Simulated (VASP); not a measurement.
# Au (P6_3/mmc) in VASP: settings compared

One crystal, Au, is run at these levels: PBE, PBEsol; tasks: equation of state.

Program: VASP 6.6.1. These are calculated values, not measurements. Logs are shortened: lines on timing, memory, paths and dates and some standing lists are left out, and cuts for length are marked.

## Step 1: The crystal as given

Symmetry: P6_3/mmc, No. 194, hexagonal system. Conventional cell: a = 2.900 Å, b = 2.900 Å, c = 4.880 Å, α = 90.00°, β = 90.00°, γ = 120.00°. Au (site symmetry -6m2) is surrounded by 12 Au at 2.90 to 2.96 Å.

This isn't the form of Au at room conditions, which is fcc.

## Step 2: Equation of state, PBE, 16.70 Å³/atom (volume scaled by 0.94)

Input file INCAR:

```
PREC     = Accurate       # precision mode
ENCUT    = 520            # plane-wave cutoff, eV
EDIFF    = 1E-7           # SCF threshold, eV
ISMEAR   = -1             # smearing method
SIGMA    = 0.05           # smearing width, eV
LREAL    = False          # projectors in reciprocal space
LASPH    = True           # aspherical terms in the spheres
NELM     = 80             # most SCF steps
ALGO     = Normal         # electronic algorithm
ISIF     = 2              # what is computed and relaxed
LWAVE    = False          # write WAVECAR
LCHARG   = False          # write CHGCAR
GGA      = PE             # functional
NBANDS   = 18             # bands
```

Input file KPOINTS:

```
Automatic mesh
0
Gamma
  11 11 6
```

Input file POSCAR:

```
Au
1.0
    2.8407997153      0.0000000000      0.0000000000
   -1.4203998576      2.4602047205      0.0000000000
    0.0000000000      0.0000000000      4.7803802105
Au
2
Direct
    0.6666666667      0.3333333333      0.2500000000
    0.3333333333      0.6666666667      0.7500000000
```

Potentials or basis: VASP PAW PBE potentials, release 64 (Au).

The run is started by

```
$ cat potpaw_PBE.64/Au/POTCAR > POTCAR
$ mpirun -np 1 vasp_std > vasp.out
```

OUTCAR:

```text
PREC = Accurate
   ENCUT = 520
   EDIFF = 1E-7
   ISMEAR = -1
   LREAL = False
   LASPH = True
   NELM = 80
   ISIF = 2
   GGA = PE

 ion  position               nearest neighbor table
   1  0.667  0.333  0.250-   2 2.90   2 2.90   2 2.90   2 2.90   2 2.90   2 2.90
   2  0.333  0.667  0.750-   1 2.90   1 2.90   1 2.90   1 2.90   1 2.90   1 2.90

  LATTYP: Found a hexagonal cell.
 ALAT       =     2.8407997153
 C/A-ratio  =     1.6827586207

  Lattice vectors:

 A1 = (   2.8407997153,   0.0000000000,   0.0000000000)
 A2 = (  -1.4203998576,   2.4602047205,   0.0000000000)
 A3 = (   0.0000000000,   0.0000000000,   4.7803802105)

Analysis of symmetry for initial positions (statically):
=====================================================================
 Subroutine PRICEL returns:
 Original cell was already a primitive cell.

 Routine SETGRP: Setting up the symmetry group for a
 hexagonal supercell.

 Subroutine GETGRP returns: Found 24 space group operations
 (whereof 12 operations were pure point group operations)
 out of a pool of 24 trial point group operations.

The static configuration has the point symmetry D_3d.
 The point group associated with its full space group is D_6h.

Analysis of symmetry for dynamics (positions and initial velocities):
=====================================================================
 Subroutine PRICEL returns:
 Original cell was already a primitive cell.

 Routine SETGRP: Setting up the symmetry group for a
 hexagonal supercell.

 Subroutine GETGRP returns: Found 24 space group operations
 (whereof 12 operations were pure point group operations)
 out of a pool of 24 trial point group operations.

The dynamic configuration has the point symmetry D_3d.
 The point group associated with its full space group is D_6h.

 Subroutine INISYM returns: Found 24 space group operations
 (whereof 12 operations are pure point group operations),
 and found     1 'primitive' translations

----------------------------------------------------------------------------------------

                                     Primitive cell

  volume of cell :      33.4098

[... 106 lines left out ...]
   ISTART =      0    job   : 0-new  1-cont  2-samecut
   ICHARG =      2    charge: 1-file 2-atom 10-const
   ISPIN  =      1    spin polarized calculation?
   LNONCOLLINEAR =      F non collinear calculations
   LSORBIT =      F    spin-orbit coupling
   LASPH  =      T    aspherical Exc in radial PAW
   ENCUT  =  520.0 eV  38.22 Ry    6.18 a.u.   5.28  5.28  8.89*2*pi/ulx,y,z
   NELM   =     80;   NELMIN=  2; NELMDL= -5     # of ELM steps
   EDIFF  = 0.1E-06   stopping-criterion for ELM
   LREAL  =      F    real-space projection
   EDIFFG = 0.1E-05   stopping-criterion for IOM
   NSW    =      0    number of steps for IOM
   IBRION =     -1    ionic relax: 0-MD 1-quasi-New 2-CG
   NFREE  =      0    steps in history (QN), initial steepest desc. (CG)
   ISIF   =      2    stress and relaxation
   ISYM   =      2    0-nonsym 1-usesym 2-fastsym
   POTIM  = 0.5000    time-step for ionic-motion
   TEBEG  =    0.0;   TEEND  =   0.0 temperature during run
   PSTRESS=    0.0 pullay stress
   NELECT =      22.0000    total number of electrons
   NUPDOWN=      -1.0000    fix difference up-down
   EMIN   =  10.00;   EMAX   =-10.00  energy-range for DOS
   EFERMI =   0.00;   METHOD = LEGACY
   ISMEAR =    -1;   SIGMA  =   0.05  broadening in eV -4-tet -1-fermi 0-gaus
   EFERMI_NEDOS =   21; number of points for ismear=-14 and -15
   IALGO  =     38    algorithm
   IMIX   =      4    mixing-type and parameters
     AMIX     =   0.40;   BMIX     =  1.00
     AMIX_MAG =   1.60;   BMIX_MAG =  1.00
  volume/ion in A,a.u.               =      16.70       112.73
  Fermi-wavevector in a.u.,A,eV,Ry     =   1.424266  2.691472 27.599857  2.028532
  Thomas-Fermi vector in A             =   2.544775
   LORBIT       =      0    0 simple, 1 ext, 2 COOP (PROOUT), +10 PAW based schemes
   GGA     = PE    functional components
   LHFCALC =     F    Hartree Fock is set to
   AEXX    =    0.0000 exact exchange contribution
   IVDW    =     0    specifies the selected vdW correction
   LEPSILON=     F    determine dielectric tensor
   LRPA    =     F    only Hartree local field effects (RPA)
 non-spin polarized calculation
  energy-cutoff  :      520.00
  volume of cell :       33.41
 maximum number of plane-waves:       910
 NGX is ok and might be reduce to    24
   NGX = 11   NGY = 11   NGZ = 17

 number of electron      22.0000000 magnetization

 Free energy of the ion-electron system (eV)
  ---------------------------------------------------
  ext. energy  EPLUGINS =         0.00000000
  ---------------------------------------------------
  free energy    TOTEN  =        -6.34167463 eV

  energy without entropy =       -6.33313683  energy(sigma->0) =       -6.33740573

 E-fermi :   9.7806     XC(G=0): -12.8366

 val. band max:        9.6741261986   @ k =   0.3636   0.0909   0.5000
 cond. band min:       9.7849778598   @ k =   0.0909   0.0000   0.0000
 fundamental gap:      0.1108516611
 Fermi energy:         9.7806367716

 k-point     1 :       0.0000    0.0000    0.0000
  band No.  band energies     occupation
      1      -0.2598      2.00000
      2       2.2164      2.00000
      3       4.8061      2.00000
      4       5.1157      2.00000
      5       5.1157      2.00000
      6       5.4377      2.00000
[... 817 lines left out ...]
      5       4.6386      2.00000
      6       5.2127      2.00000
[... 10 lines left out ...]
     17      24.8420      0.00000
     18      25.3585      0.00000

 [... further k-points ...]

------------------------ aborting loop because EDIFF is reached ----------------------------------------

  FORCE on cell =-STRESS in cart. coord.  units (eV):
  Direction    XX          YY          ZZ          XY          YZ          ZX
  --------------------------------------------------------------------------------------
  -------------------------------------------------------------------------------------
  Total        2.7428585      2.7428585      2.3441165      0.0000000     -0.0000000      0.0000000
  in kB      131.5344992    131.5344992    112.4127226      0.0000000     -0.0000000      0.0000000
  external PRESSURE =     125.1605737 kB  Pullay stress =       0.0000000 kB

 VOLUME and BASIS-vectors are now :
 -----------------------------------------------------------------------------
  energy-cutoff  :      520.00
  volume of cell :       33.41
      direct lattice vectors                 reciprocal lattice vectors
     2.840799715  0.000000000  0.000000000     0.352013553  0.203235119  0.000000000
    -1.420399858  2.460204721  0.000000000     0.000000000  0.406470239  0.000000000
     0.000000000  0.000000000  4.780380210     0.000000000  0.000000000  0.209188382

 POSITION                                       TOTAL-FORCE (eV/Angst)
 -----------------------------------------------------------------------------------
      1.42040      0.82007      1.19510        -0.000000     -0.000000      0.000000
     -0.00000      1.64014      3.58529         0.000000      0.000000      0.000000
 -----------------------------------------------------------------------------------
    total drift:                               -0.000000      0.000000     -0.000000

  FREE ENERGIE OF THE ION-ELECTRON SYSTEM (eV)
  ---------------------------------------------------
  free  energy   TOTEN  =        -6.3416746326 eV

  energy  without entropy=       -6.3331368264  energy(sigma->0) =       -6.33740573
```

stdout:

```text
POSCAR found type information on POSCAR Au
 POSCAR found :  1 types and       2 ions
 scaLAPACK will be used
 LDA part: xc-table for (Slater+PW92), standard interpolation
 POSCAR, INCAR and KPOINTS ok, starting setup
 FFT: planning ... GRIDC
 FFT: planning ... GRID_SOFT
 FFT: planning ... GRID
 WAVECAR not read
 entering main loop
```

Run time: 15 s. Hardware: 1 thread of Intel Xeon 6975P-C (Granite Rapids), shared host; peak memory 0.16 GiB.

What came out:

| Item | Value |
| --- | --- |
| Free energy | -6.3417 eV |
| Pressure | 12.5 GPa |
| Band gap on the k mesh | none (metal or under the smearing width) |

## Step 3: Equation of state, PBE, 17.06 Å³/atom (volume scaled by 0.96)

Input file INCAR:

```
ALGO = Normal
EDIFF = 1E-7
ENCUT = 520
GGA = PE
ISIF = 2
ISMEAR = -1
LASPH = True
LCHARG = False
LREAL = False
LWAVE = False
NBANDS = 18
NELM = 60
PREC = Accurate
SIGMA = 0.05
```

Input file KPOINTS:

```
k-points
0
Gamma
  11 11 6
```

Input file POSCAR:

```
Au
1.0
    2.8608060062      0.0000000000      0.0000000000
   -1.4304030031      2.4775306767      0.0000000000
    0.0000000000      0.0000000000      4.8140459691
Au
2
Direct
    0.6666666667      0.3333333333      0.2500000000
    0.3333333333      0.6666666667      0.7500000000
```

Potentials or basis: VASP PAW PBE potentials, release 64 (Au).

The run is started by

```
$ cat potpaw_PBE.64/Au/POTCAR > POTCAR
$ mpirun -np 1 vasp_std > vasp.out
```

Wall time 14 s (1 thread of Intel Xeon 6975P-C (Granite Rapids), shared host); peak memory 0.16 GiB.

Results (log left out):

* Free energy: -6.3885 eV
* Pressure: 8.4 GPa
* Band gap on the k mesh: none (metal or under the smearing width)

## Step 4: Equation of state, PBE, 17.42 Å³/atom (volume scaled by 0.98)

Input file INCAR:

```
  PREC = Accurate
  ENCUT = 520
  EDIFF = 1E-7
  ISMEAR = -1
  SIGMA = 0.05
  LREAL = False
  LASPH = True
  NELM = 60
  ALGO = Normal
  ISIF = 2
  LWAVE = False
  LCHARG = False
  GGA = PE
  NBANDS = 18
```

Input file KPOINTS:

```
regular mesh
0
Gamma
  11 11 6
```

Input file POSCAR:

```
Au
1.0
    2.8805363263      0.0000000000      0.0000000000
   -1.4402681631      2.4946176351      0.0000000000
    0.0000000000      0.0000000000      4.8472473353
Au
2
Direct
    0.6666666667      0.3333333333      0.2500000000
    0.3333333333      0.6666666667      0.7500000000
```

The run is started by

```
$ cat potpaw_PBE.64/Au/POTCAR > POTCAR
$ mpirun -np 1 vasp_std > vasp.out
```

It took 15 s on 1 thread of Intel Xeon 6975P-C (Granite Rapids), shared host; peak memory 0.15 GiB.

Results (log left out):

```yaml
Free_energy: -6.4181 eV
Pressure: 4.8 GPa
Band_gap_on_the_k_mesh: none (metal or under the smearing width)
```

(Continued in part 2 of 2.)
